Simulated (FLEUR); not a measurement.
Crystal: Ir.

```
Ir
1.0
     0.00000    1.91560    1.91560
     1.91560    0.00000    1.91560
     1.91560    1.91560    0.00000
Ir
1
Direct
  0.00000 0.00000 0.00000
```

| Quantity | Value |
| --- | --- |
| Program | FLEUR MaX-R8.1 (later development tree) |
| Task | single point |
| Functional | PBEsol |
| Potentials or basis | all-electron |
| Basis | FLAPW |
| Kmax | 4.22 1/bohr |
| k mesh | 12 × 12 × 12 |
| Occupations | fermi-dirac, width 0.05 eV |
| Spin | no spin polarisation |
| Gmax | 13.1 1/bohr |
| Muffin-tin radii | Ir 2.32 bohr |
| lmax | Ir 9 |
| lnonsphr | Ir 9 |
| Local orbitals a species | Ir 7 |
| Max iterations | 60 |
| Mixing factor | 0.05 |
| Mixer | Anderson |
| Mixer history | 15 |

On this cell: band gap on the k mesh none (metal or under the smearing width).

The same run follows on a disturbed copy (cell strained at random at fixed volume):

```
CELL_PARAMETERS angstrom
-0.00903 1.95837 1.93892
1.89839 0.02290 1.90699
1.89968 1.92773 0.02161
ATOMIC_POSITIONS crystal
Ir 0.99766 0.99684 0.98575
```

Problem. What does the disturbed cell give?

Solution. The energy (extrapolated to zero smearing) moves by +12.9 meV/atom; band gap on the k mesh none (metal or under the smearing width).
